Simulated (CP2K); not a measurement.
# ZrSe2 in CP2K: the effect of functional

The system is ZrSe2, a slab with vacuum.

```
Se Zr
1.0
     3.79800    0.00000    0.00000
    -1.89900    3.28916    0.00000
     0.00000    0.00000   24.28800
Se Zr
4 2
Direct
  0.66667 0.33333 0.30879
  0.33333 0.66667 0.43626
  0.66667 0.33333 0.56374
  0.33333 0.66667 0.69121
  0.00000 0.00000 0.37253
  0.00000 0.00000 0.62747
```

Alike in all runs:

```yaml
Program: CP2K 2026.2
Task: work function
Potentials_or_basis: POTENTIAL_UZH Se GTH-PBE-q6, Zr GTH-PBE-q12; DZVP-MOLOPT-PBE-GTH basis
Density_cutoff: 9524 eV
k_mesh: 6 × 6 × 1
Occupations: fermi-dirac, width 0.05 eV
Spin: no spin polarisation
```

```csv
functional,gap on the mesh (eV),largest force (eV/Å),work function (eV)
LDA,?,?,?
PBEsol,0.42,0.33,5.54
OLYP,0.61,0.39,5.25
AM05,0.43,0.32,5.46
WC,0.43,0.34,5.54
M06-L,0.78,0.60,5.61
```

**Question.** What does the run with functional LDA give?

**Answer.** gap on the mesh 0.37 eV; largest force 0.29 eV/Å; work function 5.67 eV.

Caveats: the potentials were made for another functional, which shifts forces and pressure; with a gap the Fermi level, and so the work function, lies anywhere in the gap; the basis of atomic orbitals isn't converged, which shifts pressures, moduli and gaps; meta-GGAs are noisy in the vacuum on a uniform grid, which can shift empty levels and the work function (some runs).

A k mesh can miss the band edges.

Runs at the PBE level aren't shown here.
